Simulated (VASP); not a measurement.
# SnTe (Fm-3m) in VASP: further runs, part 2 of 2

VASP 6.6.1. The steps go on from the part before.

**4. Relaxation of cell and atoms, PBEsol**

File INCAR:

```
ALGO = Fast
EDIFF = 1E-6
EDIFFG = -0.005
ENCUT = 600
GGA = PS
IBRION = 2
ISIF = 3
ISMEAR = 0
LASPH = True
LCHARG = False
LREAL = False
LWAVE = False
NELM = 60
NSW = 40
PREC = Accurate
SIGMA = 0.02
```

File KPOINTS:

```
k-points
0
Gamma
  6 6 6
```

File POSCAR:

```
SnTe
1.0
    0.0000000000      3.1508500000      3.1508500000
    3.1508500000      0.0000000000      3.1508500000
    3.1508500000      3.1508500000      0.0000000000
Te Sn
1 1
Direct
    0.5000000000      0.5000000000      0.5000000000
    0.0000000000      0.0000000000      0.0000000000
```

Potentials or basis: VASP PAW PBE potentials, release 64 (Te, Sn_d).

Launch:

```bash
cat potpaw_PBE.64/Te/POTCAR potpaw_PBE.64/Sn_d/POTCAR > POTCAR
mpirun -np 1 vasp_std > vasp.out
```

OUTCAR:

```text
EDIFF = 1E-6
   EDIFFG = -0.005
   ENCUT = 600
   GGA = PS
   IBRION = 2
   ISIF = 3
   ISMEAR = 0
   LASPH = True
   LREAL = False
   NELM = 60
   NSW = 40
   PREC = Accurate

 ion  position               nearest neighbor table
   1  0.500  0.500  0.500-   2 3.15   2 3.15   2 3.15   2 3.15   2 3.15   2 3.15
   2  0.000  0.000  0.000-   1 3.15   1 3.15   1 3.15   1 3.15   1 3.15   1 3.15

  LATTYP: Found a face centered cubic cell.
 ALAT       =     6.3017000000

  Lattice vectors:

 A1 = (   0.0000000000,   3.1508500000,   3.1508500000)
 A2 = (   3.1508500000,   0.0000000000,   3.1508500000)
 A3 = (   3.1508500000,   3.1508500000,   0.0000000000)

Analysis of symmetry for initial positions (statically):
=====================================================================
 Subroutine PRICEL returns:
 Original cell was already a primitive cell.

 Routine SETGRP: Setting up the symmetry group for a
 face centered cubic supercell.

 Subroutine GETGRP returns: Found 48 space group operations
 (whereof 48 operations were pure point group operations)
 out of a pool of 48 trial point group operations.

The static configuration has the point symmetry O_h .

Analysis of symmetry for dynamics (positions and initial velocities):
=====================================================================
[... 150 lines left out ...]
  free energy    TOTEN  =        -8.34081677 eV

  energy without entropy =       -8.34081677  energy(sigma->0) =       -8.34081677

------------------------ aborting loop because EDIFF is reached ----------------------------------------

  FORCE on cell =-STRESS in cart. coord.  units (eV):
  Direction    XX          YY          ZZ          XY          YZ          ZX
  --------------------------------------------------------------------------------------
  -------------------------------------------------------------------------------------
  Total       -0.1503861     -0.1503861     -0.1503861      0.0000000      0.0000000     -0.0000000
  in kB       -3.8512788     -3.8512788     -3.8512788      0.0000000      0.0000000     -0.0000000
  external PRESSURE =      -3.8512788 kB  Pullay stress =       0.0000000 kB
[... 131 lines left out ...]
--------------------------------------- Ionic step        5  -------------------------------------------

 number of electron      19.9999998 magnetization

 Free energy of the ion-electron system (eV)
  ---------------------------------------------------
  ext. energy  EPLUGINS =         0.00000000
  ---------------------------------------------------
  free energy    TOTEN  =        -8.34129508 eV

  energy without entropy =       -8.34129508  energy(sigma->0) =       -8.34129508

 E-fermi :   6.9145     XC(G=0):  -9.6887

 val. band max:        6.8325245514   @ k =   0.5000   0.0000   0.0000
 cond. band min:       6.9955045949   @ k =   0.5000   0.0000   0.0000
 fundamental gap:      0.1629800435
 Fermi energy:         6.9145446153

 k-point     1 :       0.0000    0.0000    0.0000
  band No.  band energies     occupation
      1     -14.9117      2.00000
      2     -14.9117      2.00000
      3     -14.9039      2.00000
      4     -14.9039      2.00000
      5     -14.9039      2.00000
      6      -5.9840      2.00000
      7       2.2018      2.00000
      8       4.7379      2.00000
      9       4.7379      2.00000
     10       4.7379      2.00000
     11      10.2348      0.00000
     12      10.2348      0.00000
     13      10.2348      0.00000
     14      11.5934      0.00000
[... 282 lines left out ...]
  FREE ENERGIE OF THE ION-ELECTRON SYSTEM (eV)
  ---------------------------------------------------
  free  energy   TOTEN  =        -8.3412950849 eV

  energy  without entropy=       -8.3412950849  energy(sigma->0) =       -8.34129508

 reached required accuracy - stopping structural energy minimisation
```

CONTCAR:

```text
SnTe
   1.00000000000000
     0.0000000000000000    3.1434086246124773    3.1434086246124773
     3.1434086246124773    0.0000000000000000    3.1434086246124773
     3.1434086246124773    3.1434086246124773   -0.0000000000000000
  Te              Sn
     1     1
Direct
     0.5000000000000000    0.5000000000000000    0.5000000000000000
     0.0000000000000000    0.0000000000000000    0.0000000000000000

  0.00000000E+00  0.00000000E+00  0.00000000E+00
  0.00000000E+00  0.00000000E+00  0.00000000E+00
```

Run time: 44 s. Hardware: 1 thread of Intel Xeon Platinum 8488C (Sapphire Rapids), shared host; peak memory 0.21 GiB.

Results:

```
Free energy                            : -8.3413 eV
Relaxed volume                         : 31.06 Å³/atom
Relaxed cell                           : a = 4.445 Å, b = 4.445 Å, c = 4.445 Å, α = 60.00°, β = 60.00°, γ = 60.00°
Space group after relaxing (to 0.05 Å) : Fm-3m (No. 225)
Energy gained by relaxing              : 0.2 meV/atom
Ionic steps                            : 5
Pressure after relaxing                : 0.0 GPa
Band gap on the k mesh                 : 0.16 eV, direct
```

The path:
```tsv
step	energy change (eV)	largest force (eV/Å)	pressure (GPa)	volume (Å³)
1	0.0000	0.0000	-0.39	62.56
2	-0.0003	0.0000	0.17	61.88
3	-0.0005	0.0000	-0.03	62.14
4	-0.0005	0.0000	0.04	62.10
5	-0.0005	0.0000	-0.01	62.12
```

Final structure:
```xyz
2
Lattice="0.0000 3.1434 3.1434 3.1434 0.0000 3.1434 3.1434 3.1434 0.0000" Properties=species:S:1:pos:R:3 pbc="T T T"
Te    3.1434    3.1434    3.1434
Sn    0.0000    0.0000    0.0000
```

Levels at points of the mesh, in eV from the valence-band top:
```
           k point  band 6  band 7  band 8  band 9  band 10  band 11  band 12  band 13  band 14
(0.00, 0.00, 0.00)  -12.82   -4.63   -2.09   -2.09    -2.09     3.40     3.40     3.40     4.76
(0.50, 0.00, 0.00)  -11.51   -8.34   -1.75   -1.75     0.00     0.16     0.39     0.39     7.76
(0.50, 0.50, 0.00)  -11.20   -6.45   -5.60   -3.72    -3.72     2.13     5.00     5.00     6.47
```

Caveat: the PAW data sets were made with another functional, which shifts forces and pressure a little; spin-orbit coupling is left out, which moves the levels of the heavy elements.

**5. Single point, PBE**

File INCAR:

```
SYSTEM = SnTe
PREC = Accurate
ENCUT = 520
EDIFF = 1E-6
ISMEAR = 0
SIGMA = 0.02
LREAL = .FALSE.
LASPH = .TRUE.
NELM = 80
ALGO = Fast
ISIF = 2
LWAVE = .FALSE.
LCHARG = .FALSE.
GGA = PE
```

File KPOINTS:

```
regular mesh
0
G
  7 7 7
  0 0 0
```

POSCAR: that of step 4 with these lines changed.

```diff
@@ -7,4 +7,4 @@
 1 1
-Direct
-    0.5000000000      0.5000000000      0.5000000000
+Cartesian
+    3.1508500000      3.1508500000      3.1508500000
     0.0000000000      0.0000000000      0.0000000000
```

Potentials or basis: VASP PAW PBE potentials, release 64 (Te, Sn_d).

Launch:

```bash
cat potpaw_PBE.64/Te/POTCAR potpaw_PBE.64/Sn_d/POTCAR > POTCAR
mpirun -np 1 vasp_std > vasp.out
```

OUTCAR:

```text
SYSTEM = SnTe
   PREC = Accurate
   ENCUT = 520
   EDIFF = 1E-6
   ISMEAR = 0
   LREAL = .FALSE.
   LASPH = .TRUE.
   NELM = 80
   ISIF = 2
   GGA = PE

 ion  position               nearest neighbor table
   1  0.500  0.500  0.500-   2 3.15   2 3.15   2 3.15   2 3.15   2 3.15   2 3.15
   2  0.000  0.000  0.000-   1 3.15   1 3.15   1 3.15   1 3.15   1 3.15   1 3.15

  LATTYP: Found a face centered cubic cell.
 ALAT       =     6.3017000000

  Lattice vectors:

 A1 = (   0.0000000000,   3.1508500000,   3.1508500000)
 A2 = (   3.1508500000,   0.0000000000,   3.1508500000)
[... 522 lines left out ...]

  FORCE on cell =-STRESS in cart. coord.  units (eV):
  Direction    XX          YY          ZZ          XY          YZ          ZX
  --------------------------------------------------------------------------------------
  -------------------------------------------------------------------------------------
  Total        0.8523141      0.8523141      0.8523141      0.0000000      0.0000000      0.0000000
  in kB       21.8271517     21.8271517     21.8271517      0.0000000      0.0000000      0.0000000
  external PRESSURE =      21.8271517 kB  Pullay stress =       0.0000000 kB

 VOLUME and BASIS-vectors are now :
 -----------------------------------------------------------------------------
  energy-cutoff  :      520.00
  volume of cell :       62.56
      direct lattice vectors                 reciprocal lattice vectors
     0.000000000  3.150850000  3.150850000    -0.158687338  0.158687338  0.158687338
     3.150850000  0.000000000  3.150850000     0.158687338 -0.158687338  0.158687338
     3.150850000  3.150850000  0.000000000     0.158687338  0.158687338 -0.158687338

 POSITION                                       TOTAL-FORCE (eV/Angst)
 -----------------------------------------------------------------------------------
      3.15085      3.15085      3.15085        -0.000000     -0.000000      0.000000
      0.00000      0.00000      0.00000         0.000000      0.000000     -0.000000
 -----------------------------------------------------------------------------------
    total drift:                               -0.000000      0.000000      0.000000

  FREE ENERGIE OF THE ION-ELECTRON SYSTEM (eV)
  ---------------------------------------------------
  free  energy   TOTEN  =        -7.5472812016 eV

  energy  without entropy=       -7.5472812016  energy(sigma->0) =       -7.54728120
```

It took 32 s on 1 thread of AMD EPYC 7R13 (Zen 3), shared host; peak memory 0.17 GiB.

Results:

```
Free energy : -7.5473 eV
Pressure    : 2.2 GPa
```

Caveat: this odd mesh misses L, where the gap lies, so gap, dielectric constants and Born charges aren't listed.

**6. Overview**

| task | level | cell | k mesh | cutoff (eV) | smearing | ladder | pressure (GPa) |
| --- | --- | --- | --- | --- | --- | --- | --- |
| single point | RPBE | as given | 7 × 7 × 7 | 520 | gaussian 0.05 eV | - | 3.6 |
| single point | PBE | as given | 7 × 7 × 7 | 520 | gaussian 0.025 eV | - | 2.2 |
| relaxation of cell and atoms | PBEsol | relaxed | 6 × 6 × 6 | 600 | gaussian 0.02 eV | gaps | 0.0 |
| single point | PBE | as given | 7 × 7 × 7 | 520 | gaussian 0.02 eV | - | 2.2 |

Alike in all rows: potentials or basis VASP PAW PBE potentials, release 64 (Te, Sn_d); no spin polarisation.

The pressure there spans 2.2 GPa (PBE) to 3.6 GPa (RPBE); a positive pressure means that this level wants a larger cell, a negative one a smaller.

Caveats: the PAW data sets were made with another functional, which shifts forces and pressure a little (some runs); spin-orbit coupling is left out, which moves the levels of the heavy elements (some runs).

Total energies depend on the potentials used, so only differences within one code and one set of settings carry meaning.
